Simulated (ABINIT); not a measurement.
# Ir (Fm-3m) in ABINIT: single point with LDA

Aim: the single point of Ir with LDA.

Everything below comes from runs of ABINIT 10.8.3 (patched build). Logs are shortened: lines on timing, memory, paths and dates and some standing lists are left out, and cuts for length are marked. The log counts tension as positive stress, the text compression.

## (1) The undisturbed crystal

It takes space group Fm-3m (No. 225, cubic). The conventional cell has a = 3.831 Å, b = 3.831 Å, c = 3.831 Å, α = 90.00°, β = 90.00°, γ = 90.00°. Ir (site symmetry m-3m) is surrounded by 12 Ir at 2.71 Å.

## (2) Single point, LDA (cell relaxed)

The input, run.abi:

```
pp_dirpath "./"
pseudos "Ir.upf"

acell 3*1.0 Angstrom
rprim
     0.0000000000     1.9033201400     1.9033201400
     1.9033201400     0.0000000000     1.9033201400
     1.9033201400     1.9033201400     0.0000000000
ntypat 1
znucl 77
natom 1
typat 1
xcart
     0.0000000000     0.0000000000     0.0000000000
chkprim 0
chksymtnons 0
tolsym 1.0e-6

ecut 30.0

kptopt 1
ngkpt 9 9 9
nshiftk 1
shiftk 0.0 0.0 0.0

ixc 7

nband 13
occopt 3
tsmear 0.05 eV

nstep 100
tolvrs 1.0e-10

iomode 3
prtwf 0
prtden 0
prteig 0
prtebands 0
enunit 2
```

Potentials or basis: PseudoDojo NC SR LDA v0.4.1 standard.

Launch:

```bash
$ mpirun --bind-to none -np 4 abinit run.abi > log 2>&1
```

run.abo:

```text
.Version 10.8.3 of ABINIT
 Symmetries : space group Fm -3 m (#225); Bravais cF (face-center cubic)
================================================================================
 Values of the parameters that define the memory need of the present run
     intxc =       0    ionmov =       0      iscf =       7    lmnmax =       8
     lnmax =       8     mgfft =      27  mpssoang =       4    mqgrid =    3001
     natom =       1  nloc_mem =       1    nspden =       1   nspinor =       1
    nsppol =       1      nsym =      48    n1xccc =    2501    ntypat =       1
    occopt =       3   xclevel =       1
       mpw =         745          nfft =       19683          nkpt =          35
================================================================================
================================================================================

--------------------------------------------------------------------------------
------------- Echo of variables that govern the present computation ------------
--------------------------------------------------------------------------------
 -outvars: echo values of preprocessed input variables --------
            acell      1.8897261259E+00  1.8897261259E+00  1.8897261259E+00 Bohr
              amu      1.92220000E+02
          chkprim           0
      chksymtnons           0
             ecut      3.00000000E+01 Hartree
           enunit           2
              ixc           7
         kptrlatt        9    0    0      0    9    0      0    0    9
          kptrlen      4.57792020E+01
            natom           1
            nband          13
            ngfft          27      27      27
             nkpt          35
            nstep         100
             nsym          48
           ntypat           1
           occopt           3
           prtden           0
        prtebands           0
           prteig           0
            prtwf           0
            rprim      0.0000000000E+00  1.9033201400E+00  1.9033201400E+00
                       1.9033201400E+00  0.0000000000E+00  1.9033201400E+00
                       1.9033201400E+00  1.9033201400E+00  0.0000000000E+00
          spgroup         225
           tolsym      1.00000000E-06
           tolvrs      1.00000000E-10
           tsmear      1.83746611E-03 Hartree
            typat      1
            znucl       77.00000

================================================================================

 chkinp: Checking input parameters for consistency.

================================================================================
== DATASET  1 ==================================================================

--- !DatasetInfo
iteration_state: {dtset: 1, }
dimensions: {natom: 1, nkpt: 35, mband: 13, nsppol: 1, nspinor: 1, nspden: 1, mpw: 745, }
cutoff_energies: {ecut:  30.0, pawecutdg:  -1.0, }
electrons: {nelect:   1.70000000E+01, charge:   0.00000000E+00, occopt:   3.00000000E+00, tsmear:   1.83746611E-03, }
meta: {optdriver: 0, ionmov: 0, optcell: 0, iscf: 7, paral_kgb: 0, }
...

 Exchange-correlation functional for the present dataset will be:
  LDA: Perdew-Wang 92 LSD fit to Ceperley-Alder data - ixc=7
  J.P.Perdew and Y.Wang, PRB 45, 13244 (1992)

 Real(R)+Recip(G) space primitive vectors, cartesian coordinates (Bohr,Bohr^-1):
 R(1)=  0.0000000  3.5967538  3.5967538  G(1)= -0.1390142  0.1390142  0.1390142
 R(2)=  3.5967538  0.0000000  3.5967538  G(2)=  0.1390142 -0.1390142  0.1390142
 R(3)=  3.5967538  3.5967538  0.0000000  G(3)=  0.1390142  0.1390142 -0.1390142
 Unit cell volume ucvol=  9.3059803E+01 bohr^3
 Angles (23,13,12)=  6.00000000E+01  6.00000000E+01  6.00000000E+01 degrees

 getcut: wavevector=  0.0000  0.0000  0.0000  ngfft=  27  27  27
         ecut(hartree)=     30.000   => boxcut(ratio)=   2.07617

--- Pseudopotential description ------------------------------------------------
- pspini: atom type   1  psp file is ./Ir.upf
12 -1012 3 -1 1296                            pspcod,pspxc,lmax,lloc,mmax
     nproj     2     2     2     2

   4.68563106E+02                                ecore*ucvol(ha*bohr**3)
--------------------------------------------------------------------------------

================================================================================

--- !BeginCycle
iteration_state: {dtset: 1, }
solver: {iscf: 7, nstep: 100, nline: 4, wfoptalg: 0, }
tolerances: {tolvrs: 1.00E-10, }
...

     iter   Etot(hartree)      deltaE(h)  residm     vres2
 ETOT  1  -114.93738036514    -1.149E+02 1.646E-01 1.361E+01
 ETOT  2  -114.96107469713    -2.369E-02 7.722E-03 6.156E+00
 ETOT  3  -114.96294157093    -1.867E-03 5.011E-04 1.308E-02
 ETOT  4  -114.96294580762    -4.237E-06 9.083E-04 1.540E-04
 ETOT  5  -114.96294585306    -4.544E-08 1.764E-04 1.624E-06
 ETOT  6  -114.96294585356    -4.979E-10 3.467E-04 2.947E-09
 ETOT  7  -114.96294585356    -3.581E-12 6.754E-05 1.128E-11

 At SCF step    7       vres2   =  1.13E-11 < tolvrs=  1.00E-10 =>converged.

 Cartesian components of stress tensor (hartree/bohr^3)
  sigma(1 1)=  1.61475994E-05  sigma(3 2)=  0.00000000E+00
  sigma(2 2)=  1.61475994E-05  sigma(3 1)=  0.00000000E+00
  sigma(3 3)=  1.61475994E-05  sigma(2 1)=  0.00000000E+00

--- !ResultsGS
iteration_state: {dtset: 1, }
comment   : Summary of ground state results
lattice_vectors:
- [  0.0000000,   3.5967538,   3.5967538, ]
- [  3.5967538,   0.0000000,   3.5967538, ]
- [  3.5967538,   3.5967538,   0.0000000, ]
lattice_lengths: [   5.08658,    5.08658,    5.08658, ]
lattice_angles: [ 60.000,  60.000,  60.000, ] # degrees, (23, 13, 12)
lattice_volume:   9.3059803E+01
convergence: {deltae: -3.581E-12, res2:  1.128E-11, residm:  6.754E-05, diffor: null, }
etotal    :  -1.14962946E+02
entropy   :   0.00000000E+00
fermie    :   6.69124312E-01
cartesian_stress_tensor: # hartree/bohr^3
- [  1.61475994E-05,   0.00000000E+00,   0.00000000E+00, ]
- [  0.00000000E+00,   1.61475994E-05,   0.00000000E+00, ]
- [  0.00000000E+00,   0.00000000E+00,   1.61475994E-05, ]
pressure_GPa:  -4.7508E-01
xred      :
- [  0.0000E+00,   0.0000E+00,   0.0000E+00, Ir]
cartesian_forces: # hartree/bohr
- [ -0.00000000E+00,  -0.00000000E+00,  -0.00000000E+00, ]
force_length_stats: {min:   0.00000000E+00, max:   0.00000000E+00, mean:   0.00000000E+00, }
...

 Integrated electronic density in atomic spheres:
 ------------------------------------------------
 Atom  Sphere_radius  Integrated_density
    1        2.00000         13.34135000
================================================================================

 ----iterations are completed or convergence reached----

 Mean square residual over all n,k,spin=   23.499E-08; max=  67.537E-06
 reduced coordinates (array xred) for    1 atoms
       0.000000000000      0.000000000000      0.000000000000
 rms dE/dt=  0.0000E+00; max dE/dt=  0.0000E+00; dE/dt below (all hartree)
    1       0.000000000000      0.000000000000      0.000000000000

 cartesian coordinates (angstrom) at end:
    1      0.00000000000000     0.00000000000000     0.00000000000000

 cartesian forces (hartree/bohr) at end:
    1     -0.00000000000000    -0.00000000000000    -0.00000000000000
 frms,max,avg= 0.0000000E+00 0.0000000E+00   0.000E+00  0.000E+00  0.000E+00 h/b

 cartesian forces (eV/Angstrom) at end:
    1     -0.00000000000000    -0.00000000000000    -0.00000000000000
 frms,max,avg= 0.0000000E+00 0.0000000E+00   0.000E+00  0.000E+00  0.000E+00 e/A
 length scales=  1.889726125908  1.889726125908  1.889726125908 bohr
              =  1.000000000000  1.000000000000  1.000000000000 angstroms
 Fermi (or HOMO) energy (hartree) =   0.66912   Average Vxc (hartree)=  -0.56940
 Eigenvalues (hartree) for nkpt=  35  k points:
 kpt#   1, nband= 13, wtk=  0.00137, kpt=  0.0000  0.0000  0.0000 (reduced coord)
  -2.75131   -1.14538   -1.14538   -1.14538    0.25246    0.52336    0.52336    0.52336
   0.62693    0.62693    1.17203    1.37739    1.37739
      occupation numbers for kpt#   1
   2.00000    2.00000    2.00000    2.00000    2.00000    2.00000    2.00000    2.00000
   2.00000    2.00000    0.00000    0.00000    0.00000
 prteigrs : prtvol=0 or 1, do not print more k-points.

 Fermi (or HOMO) energy (eV) =  18.20780   Average Vxc (eV)= -15.49423
 Eigenvalues (   eV  ) for nkpt=  35  k points:
 kpt#   1, nband= 13, wtk=  0.00137, kpt=  0.0000  0.0000  0.0000 (reduced coord)
 -74.86708  -31.16730  -31.16730  -31.16730    6.86969   14.24133   14.24133   14.24133
  17.05953   17.05953   31.89257   37.48081   37.48081
 prteigrs : prtvol=0 or 1, do not print more k-points.

--- !EnergyTerms
iteration_state     : {dtset: 1, }
comment             : Components of total free energy in Hartree
kinetic             :  3.21743589921703E+01
hartree             :  1.43290939494516E+01
xc                  : -2.13251855278116E+01
Ewald energy        : -9.20986822503699E+01
psp_core            :  5.03507522148719E+00
local_psp           : -5.89800546511546E+01
non_local_psp       :  5.90258703948804E+00
internal            : -1.14962807226739E+02
'-kT*entropy'       : -1.38626821979137E-04
total_energy        : -1.14962945853561E+02
total_energy_eV     : -3.12830112359705E+03
band_energy         : -7.83654361826328E+00
...

 Cartesian components of stress tensor (hartree/bohr^3)
  sigma(1 1)=  1.61475994E-05  sigma(3 2)=  0.00000000E+00
  sigma(2 2)=  1.61475994E-05  sigma(3 1)=  0.00000000E+00
  sigma(3 3)=  1.61475994E-05  sigma(2 1)=  0.00000000E+00

-Cartesian components of stress tensor (GPa)         [Pressure= -4.7508E-01 GPa]
- sigma(1 1)=  4.75078775E-01  sigma(3 2)=  0.00000000E+00
- sigma(2 2)=  4.75078775E-01  sigma(3 1)=  0.00000000E+00
- sigma(3 3)=  4.75078775E-01  sigma(2 1)=  0.00000000E+00

== END DATASET(S) ==============================================================
================================================================================

 -outvars: echo values of variables after computation  --------
            acell      1.8897261259E+00  1.8897261259E+00  1.8897261259E+00 Bohr
           etotal     -1.1496294585E+02
            fcart     -0.0000000000E+00 -0.0000000000E+00 -0.0000000000E+00
            rprim      0.0000000000E+00  1.9033201400E+00  1.9033201400E+00
                       1.9033201400E+00  0.0000000000E+00  1.9033201400E+00
                       1.9033201400E+00  1.9033201400E+00  0.0000000000E+00
           strten      1.6147599369E-05  1.6147599369E-05  1.6147599369E-05
                       0.0000000000E+00  0.0000000000E+00  0.0000000000E+00
 Calculation completed.
```

It took 2.6 s on 4 MPI ranks of Arm Neoverse V2, shared host; peak memory 0.28 GiB.

What came out:

```yaml
Free_energy: -3128.3011 eV
Pressure: -0.5 GPa
Band_gap_on_the_k_mesh: none (metal or under the smearing width)
Valence_electrons_inside_the_program's_atomic_spheres: Ir 13.34 (radii [1.0584] Å)
```

Levels at points of the mesh, in eV from the Fermi level:
```
           k point  band 5  band 6  band 7  band 8  band 9  band 10  band 11  band 12  band 13
(0.00, 0.00, 0.00)  -11.34   -3.97   -3.97   -3.97   -1.15    -1.15    13.68    19.27    19.27
```
